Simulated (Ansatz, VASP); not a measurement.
**Two plane-wave programs on Cd2S**

POSCAR

```
Cd2S
1.0
    4.0403891930      0.0000000000      0.0000000000
   -2.0201945965      3.4990796824      0.0000000000
    0.0000000000      0.0000000000      5.9231266511
Cd S
2 1
Direct
    0.3333333333      0.6666666667      0.9327170000
    0.6666666667      0.3333333333      0.5787350000
    0.3333333333      0.6666666667      0.3657050000
```

Contents of INCAR.step1:

```
SYSTEM = Cd2S
PREC = Accurate
ENCUT = 520
ISMEAR = -1
SIGMA = 0.05
LREAL = .FALSE.
LASPH = .TRUE.
NELM = 100
NBANDS = 22
GGA = PE
ALGO = Normal
EDIFF = 1E-4
LWAVE = .TRUE.
LCHARG = .FALSE.
```

Contents of INCAR.step2:

```
SYSTEM = Cd2S
PREC = Accurate
ENCUT = 520
EDIFF = 1E-6
ISMEAR = -1
SIGMA = 0.05
LREAL = .FALSE.
LASPH = .TRUE.
NELM = 100
ALGO = Normal
ISIF = 2
LWAVE = .FALSE.
LCHARG = .TRUE.
METAGGA = R2SCAN
LMIXTAU = .TRUE.
LELF = .TRUE.
LVHAR = .TRUE.
NBANDS = 22
ISTART = 1
```

Contents of KPOINTS:

```
Automatic mesh
0
G
  8 8 5
  0 0 0
```

The input input.yaml:

```yaml
crystal:
  lattice:
    - [4.040389193, 0.0, 0.0]
    - [-2.0201945965, 3.4990796824, 0.0]
    - [0.0, 0.0, 5.9231266511]
  atoms:
    - { symbol: Cd, position: [0.3333333333, 0.6666666667, 0.932717] }
    - { symbol: Cd, position: [0.6666666667, 0.3333333333, 0.578735] }
    - { symbol: S, position: [0.3333333333, 0.6666666667, 0.365705] }
hamiltonian:
  xc: r2scan
  pseudopotentials: { kind: paw }
kpoints:
  mp_grid: { grid: [8, 8, 5] }
scf:
  occupations: { method: fermi_dirac, width: 0.05 }
output:
  forces: true
  stress: true
  eigenvalues: true
```

The cell comes from a database or a generator and needn't be the stable form of this composition.

Alike in both runs: task single point; functional r2SCAN; k mesh 8 × 8 × 5; occupations fermi-dirac, width 0.05 eV; no spin polarisation.

```csv
,VASP,Ansatz
version,VASP 6.6.1,Ansatz 0.2.0
potentials or method,"VASP PAW PBE potentials, release 64 (Cd, S)",Ansatz PAW
plane-wave cutoff (eV),520,500
valence electrons in the cell,30,46
```

```csv
,VASP,Ansatz,Ansatz less VASP
gap on the k mesh at the Fermi level (eV),0.32,0.32,0.000
least direct gap on the mesh (eV),0.60,0.60,+0.001
pressure (GPa),-3.6,-3.8,-0.19
largest component of the traceless stress (GPa),0.79,0.84,+0.044
rms of the force components (eV/Å),0.094,0.103,+0.0083
```

Atom by atom the forces differ by 0.008 eV/Å (rms over components). With one functional, cell and mesh, what is left measures potentials, basis and numerics. The two sets of potentials don't hold the same shells in valence.

Caveats: the PAW data sets were made with another functional, which shifts forces and pressure a little (VASP); an odd mesh through Γ misses points on the zone boundary, where band edges often lie (VASP); odd divisions of the mesh miss points on the zone boundary, where band edges often lie, so the gap on the mesh can be too wide (Ansatz); the PAW data sets come from PBE, with cores solved anew for the run's functional, which leaves a small shift of forces and pressure (Ansatz).
